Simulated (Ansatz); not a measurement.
**WC-type BaS: what the numbers say**

Level of theory: DFT, r²SCAN, scalar-relativistic, no spin polarisation; plane waves to 500 eV with PAW datasets (Ansatz 0.2.0), 6×6×6 k-mesh, Gaussian smearing of 0.05 eV; PAW files: Ansatz's generated set soft_2.

This is a trial structure; measured cells of the compound in the Crystallography Open Database are in space group Fm-3m (rock salt).

The relaxed structure (symmetry read at 0.01 Å). It takes space group P-6m2 (No. 187, hexagonal). The conventional cell has a = 4.360 Å, b = 4.360 Å, c = 3.975 Å, α = 90.00°, β = 90.00°, γ = 120.00°. Ba (site symmetry -6m2) has 6 S at 3.21 Å as nearest neighbours. S (site symmetry -6m2) has 6 Ba at 3.21 Å as nearest neighbours. (Shells end 15 % past the nearest neighbour.)

Results at this level of theory:

* Volume: 32.72 Å³/atom
* Band gap: 2.40 eV
* Smallest direct gap: 2.40 eV
* Bader charges: Ba 1.45; S -1.45 e
* Formation energy from the elements (0 K, uncorrected): -2.28 eV/atom
* Bulk modulus (Birch–Murnaghan): 41 GPa
* Pressure derivative B0′: 4.1
* Shear modulus (Hill): 19.2 GPa
* Young's modulus: 50 GPa
* Poisson's ratio: 0.30
* Elastically stable: yes

Formal charges Ba²⁺, S²⁻ balance and leave closed shells on every ion, so a band insulator is expected, and the gap is 2.40 eV.

Problem. What fixes the bond lengths?

Solution. Shannon's ionic radii give a check on the bond lengths: Ba²⁺ with 6 neighbours 1.35 Å + S²⁻ 1.84 Å = 3.19 Å against a computed mean of 3.21 Å. Sums and bonds agree within 3 %, so ion sizes set the bond lengths.

Bader charges against formal ones: Ba +1.45 (+2), S −1.45 (−2). The cations give up 73 % of the formal charge; Bader charges stay under formal ones because the anions' density reaches into the cations' basins.

Problem. How stiff is it, in energy terms?

Solution. B0·V0 = 41.4 GPa × 32.73 Å³ = 8.45 eV/atom sets the scale: near the minimum ΔE ≈ ½ B0 V0 x², with x = V/V0 − 1, and a pressure of 0.4 GPa squeezes the volume by about 1 %. At the ends of the curve: x = −4.0 % predicts 6.8 meV/atom and the run gives 7.3; x = +7.0 % predicts 20.6 meV/atom and the run gives 18.3. The lopsidedness is anharmonic: atoms resist being pushed together more than being pulled apart.

Problem. Which Debye temperature follows from the elastic moduli?

Solution. K = 42 GPa and G = 19.2 GPa (Hill). With a density of 4.298 g/cm³ (mean mass 84.7 u, 32.72 Å³/atom), K = 41.8 and G = 19.16 GPa from the unrounded constants, v_l = √((K + 4G/3)/ρ) = 3960 m/s and v_t = √(G/ρ) = 2110 m/s. The mean [(1/v_l³ + 2/v_t³)/3]^(−1/3) is 2360 m/s, and θ_D = (ħ/k_B)(6π²/V)^(1/3) v_m ≈ 220 K, with V the volume an atom.

Kohn–Sham gaps of semilocal functionals lie under measured ones, often by a third or more. These numbers lack spin–orbit coupling.
